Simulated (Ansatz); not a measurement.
Cells of relaxed bulk ScAl3 (Pm-3m, 16.87 Å³/atom, gap on the mesh 0.00 eV) whose upper half is shifted onto another sublattice; atoms and the cell's height are relaxed. Energies are the mean of the cell's two boundaries over the bulk on a matched mesh.

Method: Ansatz, DFT PBEsol, scalar-relativistic, plane waves, PAW.

Settings: cutoff 420 eV, Γ-centred mesh 8×8×2 on the computed 16-atom cell, Gaussian smearing of 0.10 eV; no spin polarisation.

Start ((001), shift by [0.5, 0, 0.5] of the cube):

```
CELL_PARAMETERS angstrom
4.07130 0.00000 0.00000
0.00000 4.07130 0.00000
0.00000 0.00000 16.28519
ATOMIC_POSITIONS crystal
Sc 0.00000 0.00000 0.00000
Al 0.50000 0.00000 0.12500
Al 0.00000 0.50000 0.12500
Al 0.50000 0.50000 0.00000
Sc 0.00000 0.00000 0.25000
Al 0.50000 0.00000 0.37500
Al 0.00000 0.50000 0.37500
Al 0.50000 0.50000 0.25000
Al 0.00000 0.00000 0.50000
Sc 0.50000 0.00000 0.62500
Al 0.00000 0.50000 0.62500
Al 0.50000 0.50000 0.50000
Al 0.00000 0.00000 0.75000
Sc 0.50000 0.00000 0.87500
Al 0.00000 0.50000 0.87500
Al 0.50000 0.50000 0.75000
```

Q: Give the relaxed structure and its energy.

A: The free energy falls by 17 meV/atom.

```
boundary energy (mJ/m²)                  : 686
boundary energy on a denser mesh (mJ/m²) : 689
excess width (Å)                         : 0.13
gap on the mesh (eV)                     : 0
denser mesh                              : 12×12×4
```

Relaxed structure:
```
CELL_PARAMETERS angstrom
4.07130 0.00000 0.00000
0.00000 4.07130 0.00000
0.00000 0.00000 16.55052
ATOMIC_POSITIONS crystal
Sc 0.00000 0.00000 0.00860
Al 0.50000 0.00000 0.12929
Al 0.00000 0.50000 0.12849
Al 0.50000 0.50000 0.00035
Sc 0.00000 0.00000 0.25166
Al 0.50000 0.00000 0.37720
Al 0.00000 0.50000 0.37804
Al 0.50000 0.50000 0.25363
Al 0.00000 0.00000 0.49780
Sc 0.50000 0.00000 0.62334
Al 0.00000 0.50000 0.62137
Al 0.50000 0.50000 0.49696
Al 0.00000 0.00000 0.74571
Sc 0.50000 0.00000 0.86640
Al 0.00000 0.50000 0.87465
Al 0.50000 0.50000 0.74651
```

Small energy differences in metals hang on the k mesh (about 10 mJ/m² or 1 to 2 meV/atom on the mesh of the relaxation).

It took 65 s on 4 threads of Intel(R) Xeon(R) Platinum 8488C (Sapphire Rapids), on a shared host, peak memory 1.2 GiB.